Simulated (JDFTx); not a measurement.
Here is a JDFTx 1.7.0 (patched build) calculation.

Contents of bands.in:

```
lattice \
    3.5541910346    -3.5541910346     0.0000000000 \
    2.0520131505     2.0520131505    -4.1040263011 \
    6.6406147546     6.6406147546     6.6406147546
coords-type Lattice
ion As     0.2260000000     0.2260000000     0.2260000000 1
ion As     0.7740000000     0.7740000000     0.7740000000 1

ion-species pseudo/As.upf
elec-cutoff 42 336
elec-ex-corr gga-PBE
elec-smearing Fermi 0.0018374661
elec-n-bands 22
electronic-minimize nIterations 30 energyDiffThreshold 1e-06
davidson-band-ratio 1.3
forces-output-coords Cartesian
include path.kpoints
symmetries none
fix-electron-density run.$VAR

dump-name bands.$VAR
dump End Ecomponents EigStats BandEigs Kpoints Forces
```

The input path.kpoints:

```
kpoint +0.0000000000 +0.0000000000 +0.0000000000 0.020000000000
kpoint +0.0833333333 +0.0000000000 +0.0000000000 0.020000000000
kpoint +0.1666666667 +0.0000000000 +0.0000000000 0.020000000000
kpoint +0.2500000000 +0.0000000000 +0.0000000000 0.020000000000
kpoint +0.3333333333 +0.0000000000 +0.0000000000 0.020000000000
kpoint +0.4166666667 +0.0000000000 +0.0000000000 0.020000000000
kpoint +0.5000000000 +0.0000000000 +0.0000000000 0.020000000000
kpoint +0.5000000000 +0.0460649175 -0.0460649175 0.020000000000
kpoint +0.5000000000 +0.0921298349 -0.0921298349 0.020000000000
kpoint +0.5000000000 +0.1381947524 -0.1381947524 0.020000000000
kpoint +0.5000000000 +0.1842596698 -0.1842596698 0.020000000000
kpoint +0.5000000000 +0.2303245873 -0.2303245873 0.020000000000
kpoint +0.7696754127 +0.5000000000 +0.2303245873 0.020000000000
kpoint +0.7247295106 +0.5000000000 +0.2752704894 0.020000000000
kpoint +0.6797836085 +0.5000000000 +0.3202163915 0.020000000000
kpoint +0.6348377064 +0.5000000000 +0.3651622936 0.020000000000
kpoint +0.5898918042 +0.5000000000 +0.4101081958 0.020000000000
kpoint +0.5449459021 +0.5000000000 +0.4550540979 0.020000000000
kpoint +0.5000000000 +0.5000000000 +0.5000000000 0.020000000000
kpoint +0.4166666667 +0.4166666667 +0.4166666667 0.020000000000
kpoint +0.3333333333 +0.3333333333 +0.3333333333 0.020000000000
kpoint +0.2500000000 +0.2500000000 +0.2500000000 0.020000000000
kpoint +0.1666666667 +0.1666666667 +0.1666666667 0.020000000000
kpoint +0.0833333333 +0.0833333333 +0.0833333333 0.020000000000
kpoint +0.0000000000 +0.0000000000 +0.0000000000 0.020000000000
kpoint +0.0456452867 +0.0000000000 -0.0456452867 0.020000000000
kpoint +0.0912905734 +0.0000000000 -0.0912905734 0.020000000000
kpoint +0.1369358601 +0.0000000000 -0.1369358601 0.020000000000
kpoint +0.1825811468 +0.0000000000 -0.1825811468 0.020000000000
kpoint +0.2282264335 +0.0000000000 -0.2282264335 0.020000000000
kpoint +0.2738717202 +0.0000000000 -0.2738717202 0.020000000000
kpoint +0.3195170069 +0.0000000000 -0.3195170069 0.020000000000
kpoint +0.3651622936 +0.0000000000 -0.3651622936 0.020000000000
kpoint +0.6348377064 +0.3651622936 +0.0000000000 0.020000000000
kpoint +0.5674188532 +0.4325811468 +0.0000000000 0.020000000000
kpoint +0.5000000000 +0.5000000000 +0.0000000000 0.020000000000
kpoint +0.5674188532 +0.5674188532 +0.1151622936 0.020000000000
kpoint +0.6348377064 +0.6348377064 +0.2303245873 0.020000000000
kpoint +0.6123647553 +0.6123647553 +0.2752704894 0.020000000000
kpoint +0.5898918042 +0.5898918042 +0.3202163915 0.020000000000
kpoint +0.5674188532 +0.5674188532 +0.3651622936 0.020000000000
kpoint +0.5449459021 +0.5449459021 +0.4101081958 0.020000000000
kpoint +0.5224729511 +0.5224729511 +0.4550540979 0.020000000000
kpoint +0.5000000000 +0.5000000000 +0.5000000000 0.020000000000
kpoint +0.5000000000 +0.0000000000 +0.0000000000 0.020000000000
kpoint +0.5539350825 +0.0730324587 +0.0730324587 0.020000000000
kpoint +0.6078701651 +0.1460649175 +0.1460649175 0.020000000000
kpoint +0.6618052476 +0.2190973762 +0.2190973762 0.020000000000
kpoint +0.7157403302 +0.2921298349 +0.2921298349 0.020000000000
kpoint +0.7696754127 +0.3651622936 +0.3651622936 0.020000000000
```

Potentials or basis: PseudoDojo-SR-PBE-0.4.1-standard with smoothed tails.

Run with:

```bash
$ jdftx -c 1 -i bands.in -o bands.out
```

Problem. Predict the band gap along the path.

Solution. None (metal or under the smearing width).

Levels at the corners of the path, in eV from the Fermi level:
```tsv
point	band 13	band 14	band 15	band 16	band 17	band 18
Γ	-2.16	-1.67	-1.67	2.00	3.26	3.26
L	-2.50	-2.46	-0.05	0.05	0.72	1.74
B1	-5.54	-5.04	-1.04	1.61	5.59	5.80
B	-5.54	-5.04	-1.04	1.61	5.59	5.80
Z	-1.42	-1.42	-0.24	1.12	1.12	2.16
Γ	-2.16	-1.67	-1.67	2.00	3.26	3.26
X	-5.81	-3.22	-3.19	3.59	3.66	5.75
Q	-5.81	-3.22	-3.19	3.59	3.66	5.75
F	-5.63	-3.87	-3.78	1.81	5.81	7.24
P1	-5.78	-3.41	-2.68	2.53	4.21	6.41
Z	-1.42	-1.42	-0.24	1.12	1.12	2.16
L	-2.50	-2.46	-0.05	0.05	0.72	1.74
P	-5.78	-3.41	-2.68	2.53	4.21	6.41
```

Caveat: the k mesh is coarse (spacing up to 0.50 Å⁻¹), so the values aren't converged.
